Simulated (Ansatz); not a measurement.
# Co in Ansatz: the effect of functional

Crystal: Co.

```
CELL_PARAMETERS angstrom
2.53615 0.00000 0.00000
-1.26807 2.19637 0.00000
0.00000 0.00000 4.14298
ATOMIC_POSITIONS crystal
Co 0.33333 0.66667 0.74014
Co 0.66667 0.33333 0.25986
```

The cell isn't the ideal one: volume scaled by 1.06.

Alike in all runs:

| Property | Result |
| --- | --- |
| Program | Ansatz 0.2.0 |
| Task | single point |
| Potentials or basis | Ansatz PAW |
| k mesh | 12 × 12 × 7 |
| Occupations | fermi-dirac, width 0.05 eV |
| Spin | collinear spin, ferromagnetic start |
| Starting moments | [2.0, 2.0] μB |

| functional | cutoff | pressure (GPa) | moment (μB) | largest force (eV/Å) |
| --- | --- | --- | --- | --- |
| LDA | 420 eV (not typed: the program's choice for these potentials) | -26.5 | 3.29 | 0.24 |
| PBEsol | 420 eV (not typed: the program's choice for these potentials) | ? | ? | ? |
| r2SCAN | 500 eV (not typed: the program's choice for these potentials) | -14.3 | 3.61 | 0.03 |

**Question.** What does the run with functional PBEsol give?

**Answer.** Pressure -19.2 GPa; moment 3.35 μB; largest force 0.27 eV/Å.

Caveats: the PAW data sets come from PBE, with cores solved anew for the run's functional, which leaves a small shift of forces and pressure; the magnetic or orbital state may not be the lowest (some runs).

Runs at the PBE level aren't shown here.
